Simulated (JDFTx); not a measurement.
Here is a JDFTx 1.7.0 (patched build) calculation.

Contents of ZnGeP2.in:

```
lattice \
   -5.1589523202     5.1589523202     5.1589523202 \
    5.1589523202    -5.1589523202     5.1589523202 \
   10.1667265505    10.1667265505   -10.1667265505
coords-type Lattice
ion Ge     0.2500000000     0.7500000000     0.5000000000 1
ion Ge     0.5000000000     0.5000000000     0.0000000000 1
ion Zn     0.7500000000     0.2500000000     0.5000000000 1
ion Zn     0.0000000000     0.0000000000     0.0000000000 1
ion P      0.1390000000     0.6250000000     0.0140000000 1
ion P      0.8750000000     0.8610000000     0.4860000000 1
ion P      0.6110000000     0.1250000000     0.9860000000 1
ion P      0.3750000000     0.3890000000     0.5140000000 1

ion-species pseudo/Ge.upf
ion-species pseudo/Zn.upf
ion-species pseudo/P.upf
elec-cutoff 42 336
elec-ex-corr gga-PBEsol
kpoint-folding 7 7 7
elec-smearing Fermi 0.0018374661
elec-n-bands 55
electronic-SCF nIterations 100 energyDiffThreshold 1e-09
electronic-minimize nIterations 30 energyDiffThreshold 1e-7
converge-empty-states yes
forces-output-coords Cartesian

dump-name run.$VAR
dump End Ecomponents EigStats BandEigs Kpoints Forces Stress
```

Potentials or basis: PseudoDojo-SR-PBEsol-0.4.1-standard with smoothed tails.

The run is started by

```sh
$ jdftx -c 1 -i ZnGeP2.in -o ZnGeP2.out
```

Question: Estimate the pressure.

Answer: -0.9 GPa.

Question: Estimate the Loewdin charges.

Answer: Ge +0.29; Zn +1.22; P -0.58 e.

Forces in eV/Å, atoms in the order of the input:
```
Ge   0.000  0.000  0.000
Ge   0.000  0.000  0.000
Zn   0.000  0.000  0.000
Zn   0.000  0.000  0.000
P    0.000 -0.736  0.000
P    0.736  0.000  0.000
P    0.000  0.736  0.000
P   -0.736  0.000  0.000
```
